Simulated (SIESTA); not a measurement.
## Sb under changes of volume

One of the cells (26.666 Å³/atom); the others are scaled copies at fixed shape and fractional positions:

```
CELL_PARAMETERS angstrom
0.00000 2.37124 2.37124
2.37124 0.00000 2.37124
2.37124 2.37124 0.00000
ATOMIC_POSITIONS crystal
Sb 0.00000 0.00000 0.00000
```

This isn't the form of Sb at room conditions, which is rhombohedral.

```yaml
Program: SIESTA 5.4.2
Functional: LDA
Potentials_or_basis: PseudoDojo 0.4 standard (LDA files)
Basis: DZP (energy shift 0.003 Ry; two zetas on semicore shells)
Grid_cutoff: 500 Ry
Energy_shift: 0.003 Ry
k_mesh: 10 × 10 × 10
Occupations: fermi-dirac, width 0.05 eV
Spin: no spin polarisation
```

| volume (Å³/atom) | energy over the lowest point (meV/atom) | pressure (GPa) |
| --- | --- | --- |
| 25.066 | 17.91 | 4.2 |
| 25.599 | ? | ? |
| 26.133 | 1.07 | 1.0 |
| 26.666 | 0.00 | -0.4 |
| 27.199 | 3.53 | -1.8 |
| 27.733 | 11.50 | -3.0 |
| 28.266 | 23.45 | -4.1 |

What does the run at 25.599 Å³/atom give?

Energy over the lowest point 6.93 meV/atom; pressure 2.5 GPa.

Worked out: A Birch-Murnaghan fit of order 3 (a polynomial in V^(-2/3)) to the other rows has its minimum at 26.52 Å³/atom with B0 = V·E''(V) = 70 GPa (rough, since the energies scatter). It gives 6.94 meV/atom at 25.599 Å³/atom, against the run's 6.93, and -dE/dV = 2.5 GPa, against 2.5.

Energies are extrapolated to zero smearing.

Caveats: the basis of atomic orbitals isn't converged, which shifts pressures, moduli and gaps.
